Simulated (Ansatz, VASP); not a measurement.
This is a calculation of Al for Ansatz 0.2.0.

Contents of input.yaml:

```yaml
crystal:
  lattice:
    - [-1.5587357247, 1.5587357247, 1.5587357247]
    - [1.5587357247, -1.5587357247, 1.5587357247]
    - [1.5587357247, 1.5587357247, -1.5587357247]
  atoms:
    - { symbol: Al, position: [0.0, 0.0, 0.0] }
kpoints:
  mp_grid: { grid: [12, 12, 12] }
scf:
  occupations: { method: fermi_dirac, width: 0.05 }
hamiltonian:
  xc: pbe
  pseudopotentials: { kind: all_electron, lapw: { basis_error: 0.0005 } }
output:
  forces: true
  stress: true
  eigenvalues: true
```

Potentials or basis: all-electron LAPW, scalar-relativistic.

Command:

```sh
$ ansatz run input.yaml --threads 1 --pin off --max-ram 2560MiB --backend cpu --events-out ev --progress --plain --runs-dir out
```

**Question.** Set up the same calculation for VASP 6.6.1. Potentials there: VASP PAW PBE potentials, release 64 (Al).

**Answer.** As run (the cutoff follows the program's own potentials):

INCAR

```
PREC = Accurate
ENCUT = 520
EDIFF = 1E-7
ISMEAR = -1
SIGMA = 0.05
LREAL = F
LASPH = T
NELM = 60
ALGO = Normal
ISIF = 2
LWAVE = F
LCHARG = F
GGA = PE
NBANDS = 8
```

Contents of KPOINTS:

```
regular mesh
0
Gamma
  12 12 12
```

The input POSCAR:

```
Al
1.0
   -1.5587357247      1.5587357247      1.5587357247
    1.5587357247     -1.5587357247      1.5587357247
    1.5587357247      1.5587357247     -1.5587357247
Al
1
Direct
    0.0000000000      0.0000000000      0.0000000000
```

Potentials or basis: VASP PAW PBE potentials, release 64 (Al).

Command:

```bash
$ cat potpaw_PBE.64/Al/POTCAR > POTCAR
$ mpirun -np 1 vasp_std > vasp.out
```

Both were run:

|  | VASP | Ansatz | Ansatz less VASP |
| --- | --- | --- | --- |
| gap on the k mesh at the Fermi level (eV) | none | none | - |
| pressure (GPa) | 9.7 | 9.7 | +0.01 |

A gap of «none» marks a metal or a gap that the smearing closes. Ansatz ran all-electron here, so the differences hold the error of VASP's frozen core and of both bases.
